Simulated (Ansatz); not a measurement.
# CoO (P3m1) in Ansatz: settings compared, part 2 of 3

Ansatz 0.2.0.

### 3 Single point, LDA, collinear spin, ferromagnetic start, 10.88 Å³/atom (volume scaled by 0.94)

input.yaml

```yaml
crystal:
  lattice:
    - [3.1323693509, 0.0, 0.0]
    - [-1.5661846755, 2.712711432, 0.0]
    - [0.0, 0.0, 5.1219713984]
  atoms:
    - { symbol: Co, position: [0.3333333333, 0.6666666667, 0.50336241], spin: 2.0 }
    - { symbol: Co, position: [0.0, 0.0, 0.00347414], spin: 2.0 }
    - { symbol: O, position: [0.3333333333, 0.6666666667, 0.8715556] }
    - { symbol: O, position: [0.0, 0.0, 0.37160885] }
hamiltonian:
  xc: lda
  pseudopotentials: { kind: paw }
magnetization:
  spin_polarized: true
kpoints:
  mp_grid: { grid: [10, 10, 5] }
scf:
  occupations: { method: fermi_dirac, width: 0.05 }
output:
  forces: true
  stress: true
  eigenvalues: true
```

Potentials or basis: Ansatz PAW.

Command:

```bash
ansatz run input.yaml --threads 2 --pin off --max-ram 5632MiB --backend cpu --events-out ev --progress --plain --runs-dir out
```

Standard output:

```text
Warning: RAYON_NUM_THREADS=2 ignored (pool sized by the plan → 2); use --threads N
Engine: ansatz 0.2.0, x86_64-unknown-linux-gnu
Pseudopotentials: kind: paw
Pseudopotential: Co, paw, valence charge 17, recommended cutoff 420 eV (normal), Co.paw.azcp
Pseudopotential: O, paw, valence charge 6, recommended cutoff 420 eV (normal), O.paw.azcp
Functional definition: SPW92
  exchange = slater_x
  correlation = pw_c
Crystal: 4 atoms, lattice volume = 43.522 Å³
Basis set: ecut = 420 eV, 845 PW (Γ)
Bands: 30, of which v1, the nominal top of the filled ones, is band 23 counted from 1 (22 counted from 0)
Symmetry: 6 space group operations
Space group: P3m1 (ITA 156), of the structure as read, at distance tolerance 3.5e-5 Å
Magnetic group: BNS 156.49 (UNI 1279), of the structure as read, at distance tolerance 3.5e-5 Å
k-points: 58 of 500 (time reversal used)
Non-local potential: Co, projectors of the file, l = 0: 3, l = 1: 2, l = 2: 3, l = 3: 1
Non-local potential: O, projectors of the file, l = 0: 2, l = 1: 2, l = 2: 1
PAW form: soft (Blöchl's): semilocal exchange-correlation on the pseudo side does not see the compensation charge
PAW frozen core: Co, regenerated for the run's functional, and the local potential with it (the file was generated under x = pbe(κ = 0.804, μ = 0.2195149727645171), c = pbe(β = 0.06672455060314922))
PAW frozen core: O, regenerated for the run's functional, and the local potential with it (the file was generated under x = pbe(κ = 0.804, μ = 0.2195149727645171), c = pbe(β = 0.06672455060314922))
PAW one-centre angular grid: Co, 590 points (default); XC on 64 Gauss nodes
PAW one-centre angular grid: O, 110 points (default); XC on 64 Gauss nodes
Initial density: superposition of atomic densities (chi_scale 0.1, normalization cell, long waves kept (reshape's long-wave potential 0.00 eV rms))
Starting moments: Σ|m| = 4 μB on 2 of 4 sites
Initial wavefunctions: pseudopotential atomic-orbital guess
Functional: x = slater, c = lda
SCF iter   1: F=—  HF=-11230.571320 eV  |F-HF|=—  |Δ(HF+E_count)|=         —  Δρ=1.01e-1 (↑6.98e-2 ↓1.01e-1)  dr2=9.43e0  dr2_m=1.77e-1  M=3.683 μB ∫|m|=3.684 μB  β_m=0.30  ethr=3.10e-3  ⟨swp⟩=5.6  Hψ=12622  notcnv=0
Mixer restart at iter 1: flushing history
preconditioner: auto → Kerker (q_TF=auto, 2.754 Å⁻¹)  [metal: Δε(μ)=0.015 eV  Ē_g=9.934 eV  σ=0.050 eV  W_gap=0.07  n_scr=22 (ndim 8)  ℏωp=30.8 eV  f_vac=0.000  D(μ)=4.13/eV (n_scr^D=42)]
spin=Collinear: Kerker preconditioning applied to the charge; magnetization (m = ρ↑ − ρ↓) channel mixes plain (no charge-response kernel on spin).
SCF iter   2: F=—  HF=-11232.294523 eV  |F-HF|=—  |Δ(HF+E_count)|=    1.72e0  Δρ=4.61e-2 (↑4.61e-2 ↓3.90e-2)  dr2=1.55e0  dr2_m=3.31e-1  M=4.373 μB ∫|m|=4.375 μB  β_m=0.37  ethr=3.10e-3  ⟨swp⟩=3.8  Hψ=8070  notcnv=0  defer=47
SCF iter   3: F=—  HF=-11233.007413 eV  |F-HF|=—  |Δ(HF+E_count)|=   7.13e-1  Δρ=2.60e-2 (↑2.56e-2 ↓2.60e-2)  dr2=5.47e-1  dr2_m=1.32e-1  M=4.471 μB ∫|m|=4.473 μB  β_m=0.58  ethr=3.10e-3  ⟨swp⟩=2.0  Hψ=5064  notcnv=0  defer=62
SCF iter   4: F=—  HF=-11233.197618 eV  |F-HF|=—  |Δ(HF+E_count)|=   1.90e-1  Δρ=7.83e-3 (↑7.83e-3 ↓6.90e-3)  dr2=4.98e-2  dr2_m=2.68e-3  M=4.531 μB ∫|m|=4.539 μB  β_m=0.79  ethr=1.19e-3  ⟨swp⟩=2.6  Hψ=5826  notcnv=0  defer=62
SCF iter   5: F=—  HF=-11233.207565 eV  |F-HF|=—  |Δ(HF+E_count)|=         —  Δρ=1.24e-2 (↑5.24e-3 ↓1.24e-2)  dr2=2.36e-2  dr2_m=2.78e-2  M=4.715 μB ∫|m|=4.725 μB  β_m=0.79  ethr=1.08e-4  ⟨swp⟩=2.0  Hψ=7812  notcnv=0  defer=77
Mixer restart at iter 5: flushing history
[... 19 lines left out ...]
SCF iter  23: F=—  HF=-11233.358158 eV  |F-HF|=—  |Δ(HF+E_count)|=   2.16e-6  Δρ=1.47e-4 (↑1.47e-4 ↓7.69e-5)  dr2=5.59e-6  dr2_m=4.23e-6  M=-0.003 μB ∫|m|=4.266 μB  β_m=0.98  ethr=1.04e-8  ⟨swp⟩=2.1  Hψ=5461  notcnv=0  defer=36
SCF iter  24: F=—  HF=-11233.358158 eV  |F-HF|=—  |Δ(HF+E_count)|=   1.84e-8  Δρ=4.05e-5 (↑3.99e-5 ↓4.05e-5)  dr2=2.55e-6  dr2_m=4.63e-8  M=-0.003 μB ∫|m|=4.266 μB  β_m=0.90  ethr=1.04e-8  ⟨swp⟩=1.7  Hψ=3795  notcnv=0  defer=36
SCF iter  25: F=—  HF=-11233.358158 eV  |F-HF|=—  |Δ(HF+E_count)|=   1.58e-7  Δρ=7.06e-6 (↑6.24e-6 ↓7.06e-6)  dr2=8.80e-9  dr2_m=1.51e-8  M=-0.003 μB ∫|m|=4.266 μB  β_m=0.92  ethr=5.55e-9  ⟨swp⟩=1.9  Hψ=3848  notcnv=0  defer=36
SCF iter  26: F=-11233.358158 eV  HF=-11233.358158 eV  |F-HF|=1.37e-8  |Δ(HF+E_count)|=   5.63e-9  Δρ=6.10e-6 (↑6.10e-6 ↓1.42e-6)  dr2=1.64e-8  dr2_m=3.13e-9  M=-0.003 μB ∫|m|=4.267 μB  ethr=1.91e-11  ⟨swp⟩=3.4  Hψ=11454  notcnv=0
SCF 1 converged in 26 iterations: F = -11233.358158 eV  dr2 = 1.64e-8
WARN: the starting moments were not kept: 1 of 2 ended reversed and 1 kept their direction, counting a site from 0.1 μB. The largest reversed, site 1 (counted from 0, in the order of the report's site_moments_mub), started with +2.0 μB and closes at -1.8e0 μB in its sphere. The net magnetisation is 2.7e-3 μB in size, at most 0.1 of the 4 μB that the starting moments add up to as vectors. The SCF closed on another magnetic arrangement than the starting moments describe; that does not show which of the two is lower. To try another start: change the starting moments (crystal.atoms[].spin, magnetization.per_species, magnetization.initial_magnetization, or on a non-collinear deck that types none of these the spinor_matrix: blocks that start its atoms; where the total moment is fixed, keep their sum and leave initial_magnetization as it is; typed ones take the place of any that the run laid by itself, positive ones on a crystal's lanthanoids without a Hubbard term where scf.initial_density.shell_occupations: [] is typed); see also scf.mixing.spin_hold.
SCF converged after 26 iterations
Magnetization: -0.0028 μB (22.9986 up, 23.0014 down)
Absolute magnetization: 4.2666 μB (∫|ρ↑−ρ↓|, with the PAW one-centre terms)
Spin contamination: 1.8783 ħ² per cell (⟨S²⟩ above its minimum at these occupations)
Per-site moments (μB) at R_I (Å): [(1.8026536863324016, 0.7779234326595834), (-1.8044870816302814, 0.7777998753435399), (-0.12492879706279583, 0.7779234326595834), (0.12437755267938687, 0.7777998753435399)]
Free energy (F): -11233.358158 eV
Harris-Foulkes:  -11233.358158 eV  (|F-HF|=1.37e-8)
Internal energy: -11233.310651 eV  (E = F + TS)
E sigma→0 (E₀):  -11233.334405 eV
Entropy (-TS):   -0.047507 eV (-11.877 meV/atom)
Fermi energy:    11.642178 eV
--- Per-component energies (eV) ---
  E_band       = -713.264186
  E_kinetic    = 1239.356100
  E_local      = -7625.823980  (includes V_loc(G=0)·N_el)
  E_nonlocal   = 1036.137260
  E_hartree    = 3139.663033
  E_xc         = -452.562023
  E_vxc        = -585.669246  (∫ρ·V_xc dr)
  E_paw        = -3203.219773  (= ΣΔE_a)
  E_vpaw       = -1056.603626  (= ΣTr[D̂ρ^β])
  E_aug_tail   = 0.004840  (compensation charges beyond the density's cutoff)
  E_ewald      = -5367.896453
  E_core_change = 1.030344  (= ΣΔE_core)
  E_smearing   = -0.047507  (= −TS)
  E_closure    = 0.000000  (closes the sum)
  Σ components = -11233.358158   (vs F -11233.358158, Δ=0.00e0)
--- Forces (eV/Å), atoms counted from 1 ---
  atom   1  Co    -0.00000000    -0.00000000    -0.02653872
  atom   2  Co     0.00000000     0.00000000    -0.03010914
  atom   3  O     -0.00000000     0.00000000     0.02804074
  atom   4  O      0.00000000    -0.00000000     0.02862480
  max |Σ_I F_I| component: 1.77e-5 eV/Å
--- Stress (GPa, compression-positive) ---
      -13.215625      -0.000000      -0.000000
       -0.000000     -13.215625       0.000000
       -0.000000       0.000000      -8.640680
  P = ⅓ Tr σ = -11.6906 GPa (-116.906 kbar)
--- Band table (eV; the first three rows and the last of 116) ---
  k-point 0 ↑: bands = ["-83.9251", "-81.7007", "-47.7940", "-47.5194", "-47.5194", "-45.5552", "-45.4031", "-45.4031", "-8.6219", "-7.8320", "4.1150", "5.3424", "5.3772", "5.3772", "6.0890", "6.0890", "9.4075", "9.4075", "10.0040", "10.7404", "10.7404", "11.8141", "11.8141", "11.9159", "13.1166", "13.4805", "13.4805", "17.3612", "19.0221", "25.6534"]
  k-point 1 ↑: bands = ["-83.9250", "-81.7007", "-47.7940", "-47.5194", "-47.5194", "-45.5553", "-45.4031", "-45.4031", "-8.5551", "-7.9025", "4.1528", "5.1501", "5.3814", "5.3814", "6.0648", "6.0648", "9.4446", "9.4446", "10.1959", "10.7612", "10.7612", "11.8360", "11.8360", "12.1671", "13.2248", "13.4181", "13.4181", "16.5452", "19.8068", "24.6702"]
  k-point 2 ↑: bands = ["-83.9250", "-81.7007", "-47.7939", "-47.5194", "-47.5194", "-45.5553", "-45.4030", "-45.4030", "-8.3939", "-8.0698", "4.2992", "4.7692", "5.3890", "5.3890", "6.0254", "6.0254", "9.5067", "9.5067", "10.5525", "10.7864", "10.7864", "11.8874", "11.8874", "12.3419", "13.3065", "13.3065", "13.9416", "15.2330", "21.1428", "22.7873"]
  k-point 57 ↓: bands = ["-83.9253", "-81.6993", "-47.7941", "-47.5384", "-47.5332", "-45.5519", "-45.4240", "-45.4180", "-7.8107", "-7.5819", "4.5547", "4.6342", "4.9852", "5.2665", "6.0177", "6.2785", "8.9293", "9.6273", "10.0708", "10.1663", "10.4570", "10.6586", "11.3109", "11.6640", "12.1913", "12.4262", "18.6168", "19.0296", "19.9833", "20.2863"]
```

Wall time 11 s (2 threads of Intel Xeon 6975P-C (Granite Rapids), shared host); peak memory 0.47 GiB.

Results:

| Property | Result |
| --- | --- |
| Free energy | -11233.3582 eV |
| Pressure | -11.7 GPa |
| Largest force | 0.030 eV/Å |
| Band gap on the k mesh | none (metal or under the smearing width) |
| Net moment | 0.00 μB per cell |
| Absolute moment | 4.27 μB per cell |
| Site moments | Co +1.80, -1.80; O -0.12, +0.12 μB |

Caveat: the pressure holds a Pulay correction of +0.9 GPa for the finite cutoff; semilocal functionals often make such compounds metallic where correlation or magnetic order opens a gap, which also shifts bond lengths; the PAW data sets come from PBE, with cores solved anew for the run's functional, which leaves a small shift of forces and pressure; the starting moments weren't kept.

### 4 Single point, LDA, collinear spin, ferromagnetic start, 11.11 Å³/atom (volume scaled by 0.96)

Changes to input.yaml since step 3:

```diff
@@ -2,5 +2,5 @@
   lattice:
-    - [3.1323693509, 0.0, 0.0]
-    - [-1.5661846755, 2.712711432, 0.0]
-    - [0.0, 0.0, 5.1219713984]
+    - [3.1544290168, 0.0, 0.0]
+    - [-1.5772145085, 2.731815663, 0.0]
+    - [0.0, 0.0, 5.158042808]
   atoms:
```

Command:

```bash
ansatz run input.yaml --threads 2 --pin off --max-ram 5632MiB --backend cpu --events-out ev --progress --plain --runs-dir out
```

Run time: 11 s. Hardware: 2 threads of Intel Xeon 6975P-C (Granite Rapids), shared host; peak memory 0.48 GiB.

It converged, with:

* Free energy: -11233.2835 eV
* Pressure: -14.0 GPa
* Largest force: 0.007 eV/Å
* Band gap on the k mesh: none (metal or under the smearing width)
* Net moment: 0.00 μB per cell
* Absolute moment: 4.43 μB per cell
* Site moments: Co +1.87, -1.87; O -0.13, +0.13 μB

Caveat: the pressure holds a Pulay correction of +0.9 GPa for the finite cutoff; semilocal functionals often make such compounds metallic where correlation or magnetic order opens a gap, which also shifts bond lengths; the PAW data sets come from PBE, with cores solved anew for the run's functional, which leaves a small shift of forces and pressure; the starting moments weren't kept.

### 5 Single point, LDA, collinear spin, ferromagnetic start, 11.34 Å³/atom (volume scaled by 0.98)

Changes to input.yaml since step 4:

```diff
@@ -2,5 +2,5 @@
   lattice:
-    - [3.1544290168, 0.0, 0.0]
-    - [-1.5772145085, 2.731815663, 0.0]
-    - [0.0, 0.0, 5.158042808]
+    - [3.1761843872, 0.0, 0.0]
+    - [-1.5880921936, 2.7506563664, 0.0]
+    - [0.0, 0.0, 5.1936166411]
   atoms:
```

Command:

```bash
ansatz run input.yaml --threads 2 --pin off --max-ram 5632MiB --backend cpu --events-out ev --progress --plain --runs-dir out
```

It took 12 s on 2 threads of Intel Xeon 6975P-C (Granite Rapids), shared host; peak memory 0.48 GiB.

It converged, with:

```
Free energy            : -11233.1963 eV
Pressure               : -16.1 GPa
Largest force          : 0.031 eV/Å
Band gap on the k mesh : none (metal or under the smearing width)
Net moment             : 0.00 μB per cell
Absolute moment        : 4.56 μB per cell
Site moments           : Co +1.93, -1.93; O -0.14, +0.14 μB
```

Caveat: the pressure holds a Pulay correction of +0.9 GPa for the finite cutoff; semilocal functionals often make such compounds metallic where correlation or magnetic order opens a gap, which also shifts bond lengths; the PAW data sets come from PBE, with cores solved anew for the run's functional, which leaves a small shift of forces and pressure; the starting moments weren't kept.

### 6 Single point, LDA, collinear spin, ferromagnetic start, 11.58 Å³/atom

Changes to input.yaml since step 5:

```diff
@@ -2,5 +2,5 @@
   lattice:
-    - [3.1761843872, 0.0, 0.0]
-    - [-1.5880921936, 2.7506563664, 0.0]
-    - [0.0, 0.0, 5.1936166411]
+    - [3.1976457435, 0.0, 0.0]
+    - [-1.5988228718, 2.7692424462, 0.0]
+    - [0.0, 0.0, 5.22870971]
   atoms:
@@ -23 +23,5 @@
   eigenvalues: true
+  write_density: true
+  write_potential: true
+  elf: true
+  volumetric_format: npy
```

Potentials or basis: Ansatz PAW.

Command:

```bash
ansatz run input.yaml --threads 2 --pin off --max-ram 5632MiB --backend cpu --events-out ev --progress --plain --runs-dir out
```

It took 14 s on 2 threads of Intel Xeon 6975P-C (Granite Rapids), shared host; peak memory 0.48 GiB.

The run converged. Its results:

| Quantity | Value |
| --- | --- |
| Free energy | -11233.0974 eV |
| Pressure | -18.0 GPa |
| Largest force | 0.047 eV/Å |
| Band gap on the k mesh | none (metal or under the smearing width) |
| Net moment | 0.00 μB per cell |
| Absolute moment | 4.68 μB per cell |
| Site moments | Co +1.98, -1.98; O -0.15, +0.15 μB |

Caveat: the pressure holds a Pulay correction of +0.9 GPa for the finite cutoff; semilocal functionals often make such compounds metallic where correlation or magnetic order opens a gap, which also shifts bond lengths; the PAW data sets come from PBE, with cores solved anew for the run's functional, which leaves a small shift of forces and pressure; the starting moments weren't kept.

### 7 Single point, LDA, collinear spin, ferromagnetic start, 11.81 Å³/atom (volume scaled by 1.02)

Changes to input.yaml since step 6:

```diff
@@ -2,5 +2,5 @@
   lattice:
-    - [3.1976457435, 0.0, 0.0]
-    - [-1.5988228718, 2.7692424462, 0.0]
-    - [0.0, 0.0, 5.22870971]
+    - [3.2188228225, 0.0, 0.0]
+    - [-1.6094114113, 2.7875823346, 0.0]
+    - [0.0, 0.0, 5.2633379358]
   atoms:
```

Command:

```bash
ansatz run input.yaml --threads 2 --pin off --max-ram 5632MiB --backend cpu --events-out ev --progress --plain --runs-dir out
```

Wall time 12 s (2 threads of Intel Xeon 6975P-C (Granite Rapids), shared host); peak memory 0.5 GiB.

It converged, with:

- Free energy: -11232.9881 eV
- Pressure: -19.7 GPa
- Largest force: 0.057 eV/Å
- Band gap on the k mesh: none (metal or under the smearing width)
- Net moment: 0.00 μB per cell
- Absolute moment: 4.78 μB per cell
- Site moments: Co +2.02, -2.02; O -0.16, +0.15 μB

Caveat: the pressure holds a Pulay correction of +0.8 GPa for the finite cutoff; semilocal functionals often make such compounds metallic where correlation or magnetic order opens a gap, which also shifts bond lengths; the PAW data sets come from PBE, with cores solved anew for the run's functional, which leaves a small shift of forces and pressure; the starting moments weren't kept.

### 8 Single point, LDA, collinear spin, ferromagnetic start, 12.04 Å³/atom (volume scaled by 1.04)

Changes to input.yaml since step 7:

```diff
@@ -2,5 +2,5 @@
   lattice:
-    - [3.2188228225, 0.0, 0.0]
-    - [-1.6094114113, 2.7875823346, 0.0]
-    - [0.0, 0.0, 5.2633379358]
+    - [3.2397248551, 0.0, 0.0]
+    - [-1.6198624276, 2.8056840258, 0.0]
+    - [0.0, 0.0, 5.2975164125]
   atoms:
```

Command:

```bash
ansatz run input.yaml --threads 2 --pin off --max-ram 5632MiB --backend cpu --events-out ev --progress --plain --runs-dir out
```

Run time: 13 s. Hardware: 2 threads of Intel Xeon 6975P-C (Granite Rapids), shared host; peak memory 0.51 GiB.

Results (log left out):

* Free energy: -11232.8694 eV
* Pressure: -21.3 GPa
* Largest force: 0.061 eV/Å
* Band gap on the k mesh: none (metal or under the smearing width)
* Net moment: 0.00 μB per cell
* Absolute moment: 4.87 μB per cell
* Site moments: Co +2.06, -2.06; O -0.16, +0.16 μB

Caveat: the pressure holds a Pulay correction of +0.8 GPa for the finite cutoff; semilocal functionals often make such compounds metallic where correlation or magnetic order opens a gap, which also shifts bond lengths; the PAW data sets come from PBE, with cores solved anew for the run's functional, which leaves a small shift of forces and pressure; the starting moments weren't kept.

### 9 Single point, LDA, collinear spin, ferromagnetic start, 12.27 Å³/atom (volume scaled by 1.06)

Changes to input.yaml since step 8:

```diff
@@ -2,5 +2,5 @@
   lattice:
-    - [3.2397248551, 0.0, 0.0]
-    - [-1.6198624276, 2.8056840258, 0.0]
-    - [0.0, 0.0, 5.2975164125]
+    - [3.2603606016, 0.0, 0.0]
+    - [-1.6301803009, 2.8235551065, 0.0]
+    - [0.0, 0.0, 5.331259465]
   atoms:
```

Potentials or basis: Ansatz PAW.

Command:

```bash
ansatz run input.yaml --threads 2 --pin off --max-ram 5632MiB --backend cpu --events-out ev --progress --plain --runs-dir out
```

Wall time 13 s (2 threads of Intel Xeon 6975P-C (Granite Rapids), shared host); peak memory 0.51 GiB.

Results (log left out):

```
Free energy            : -11232.7427 eV
Pressure               : -22.7 GPa
Largest force          : 0.062 eV/Å
Band gap on the k mesh : none (metal or under the smearing width)
Net moment             : 0.00 μB per cell
Absolute moment        : 4.94 μB per cell
Site moments           : Co +2.09, -2.09; O -0.16, +0.16 μB
```

Caveat: the pressure holds a Pulay correction of +0.8 GPa for the finite cutoff; semilocal functionals often make such compounds metallic where correlation or magnetic order opens a gap, which also shifts bond lengths; the PAW data sets come from PBE, with cores solved anew for the run's functional, which leaves a small shift of forces and pressure; the starting moments weren't kept.

### 10 Equation of state, LDA, collinear spin, ferromagnetic start

Potentials or basis: Ansatz PAW.

No new run: the results of the series are fitted here.

Results:

| Quantity | Value |
| --- | --- |
| Equilibrium volume | 9.99 Å³/atom (rough: see the caveat) |
| Bulk modulus at fixed shape and positions | 161 GPa (rough) |

Energy against volume, from the lowest point:
```
volume (Å³/atom)  energy (meV/atom)
          10.881               0.00
          11.112              18.67
          11.344              40.47
          11.575              65.18
          11.807              92.51
          12.038             122.19
          12.270             153.87
```

Caveat: the minimum lies outside the volumes run; the cell was scaled at fixed shape and fractional positions, which overstates the stiffness of a crystal with free parameters, most of all of layers and chains.

(Part 2 of 3 ends here.)
